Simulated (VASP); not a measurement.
GaAs, 2 atoms in the cell. The structure is cubic, space group F-43m (No. 216). The conventional cell has a = 5.663 Å, b = 5.663 Å, c = 5.663 Å, α = 90.00°, β = 90.00°, γ = 90.00°. Around Ga (site symmetry -43m) lie 4 As at 2.45 Å. Around As (site symmetry -43m) lie 4 Ga at 2.45 Å. 

| Property | Result |
| --- | --- |
| Program | VASP 6.6.1 |
| Task | band structure |
| Functional | PBEsol |
| Potentials or basis | VASP PAW PBE potentials, release 64 (Ga_d, As) |
| Cutoff | 520 eV |
| k mesh | 10 × 10 × 10 |
| Occupations | gaussian, width 0.03 eV |
| Spin | no spin polarisation |
| Further INCAR settings | ALGO = Fast; EDIFF = 1e-06; NBANDS = 16 |

Potentials or basis: VASP PAW PBE potentials, release 64 (Ga_d, As).

Launch:

```bash
$ cat potpaw_PBE.64/Ga_d/POTCAR potpaw_PBE.64/As/POTCAR > POTCAR
$ mpirun -np 1 vasp_std > vasp.out
```

Hardware: 1 thread of AMD EPYC 9R14 (Zen 4), with other jobs on the host.

Question: Estimate the wall time of this run.

Answer: It took 44 s on 1 thread of AMD EPYC 9R14 (Zen 4) (shared host), peak memory 0.18 GiB. Counts: scf iterations 36, k points 47.
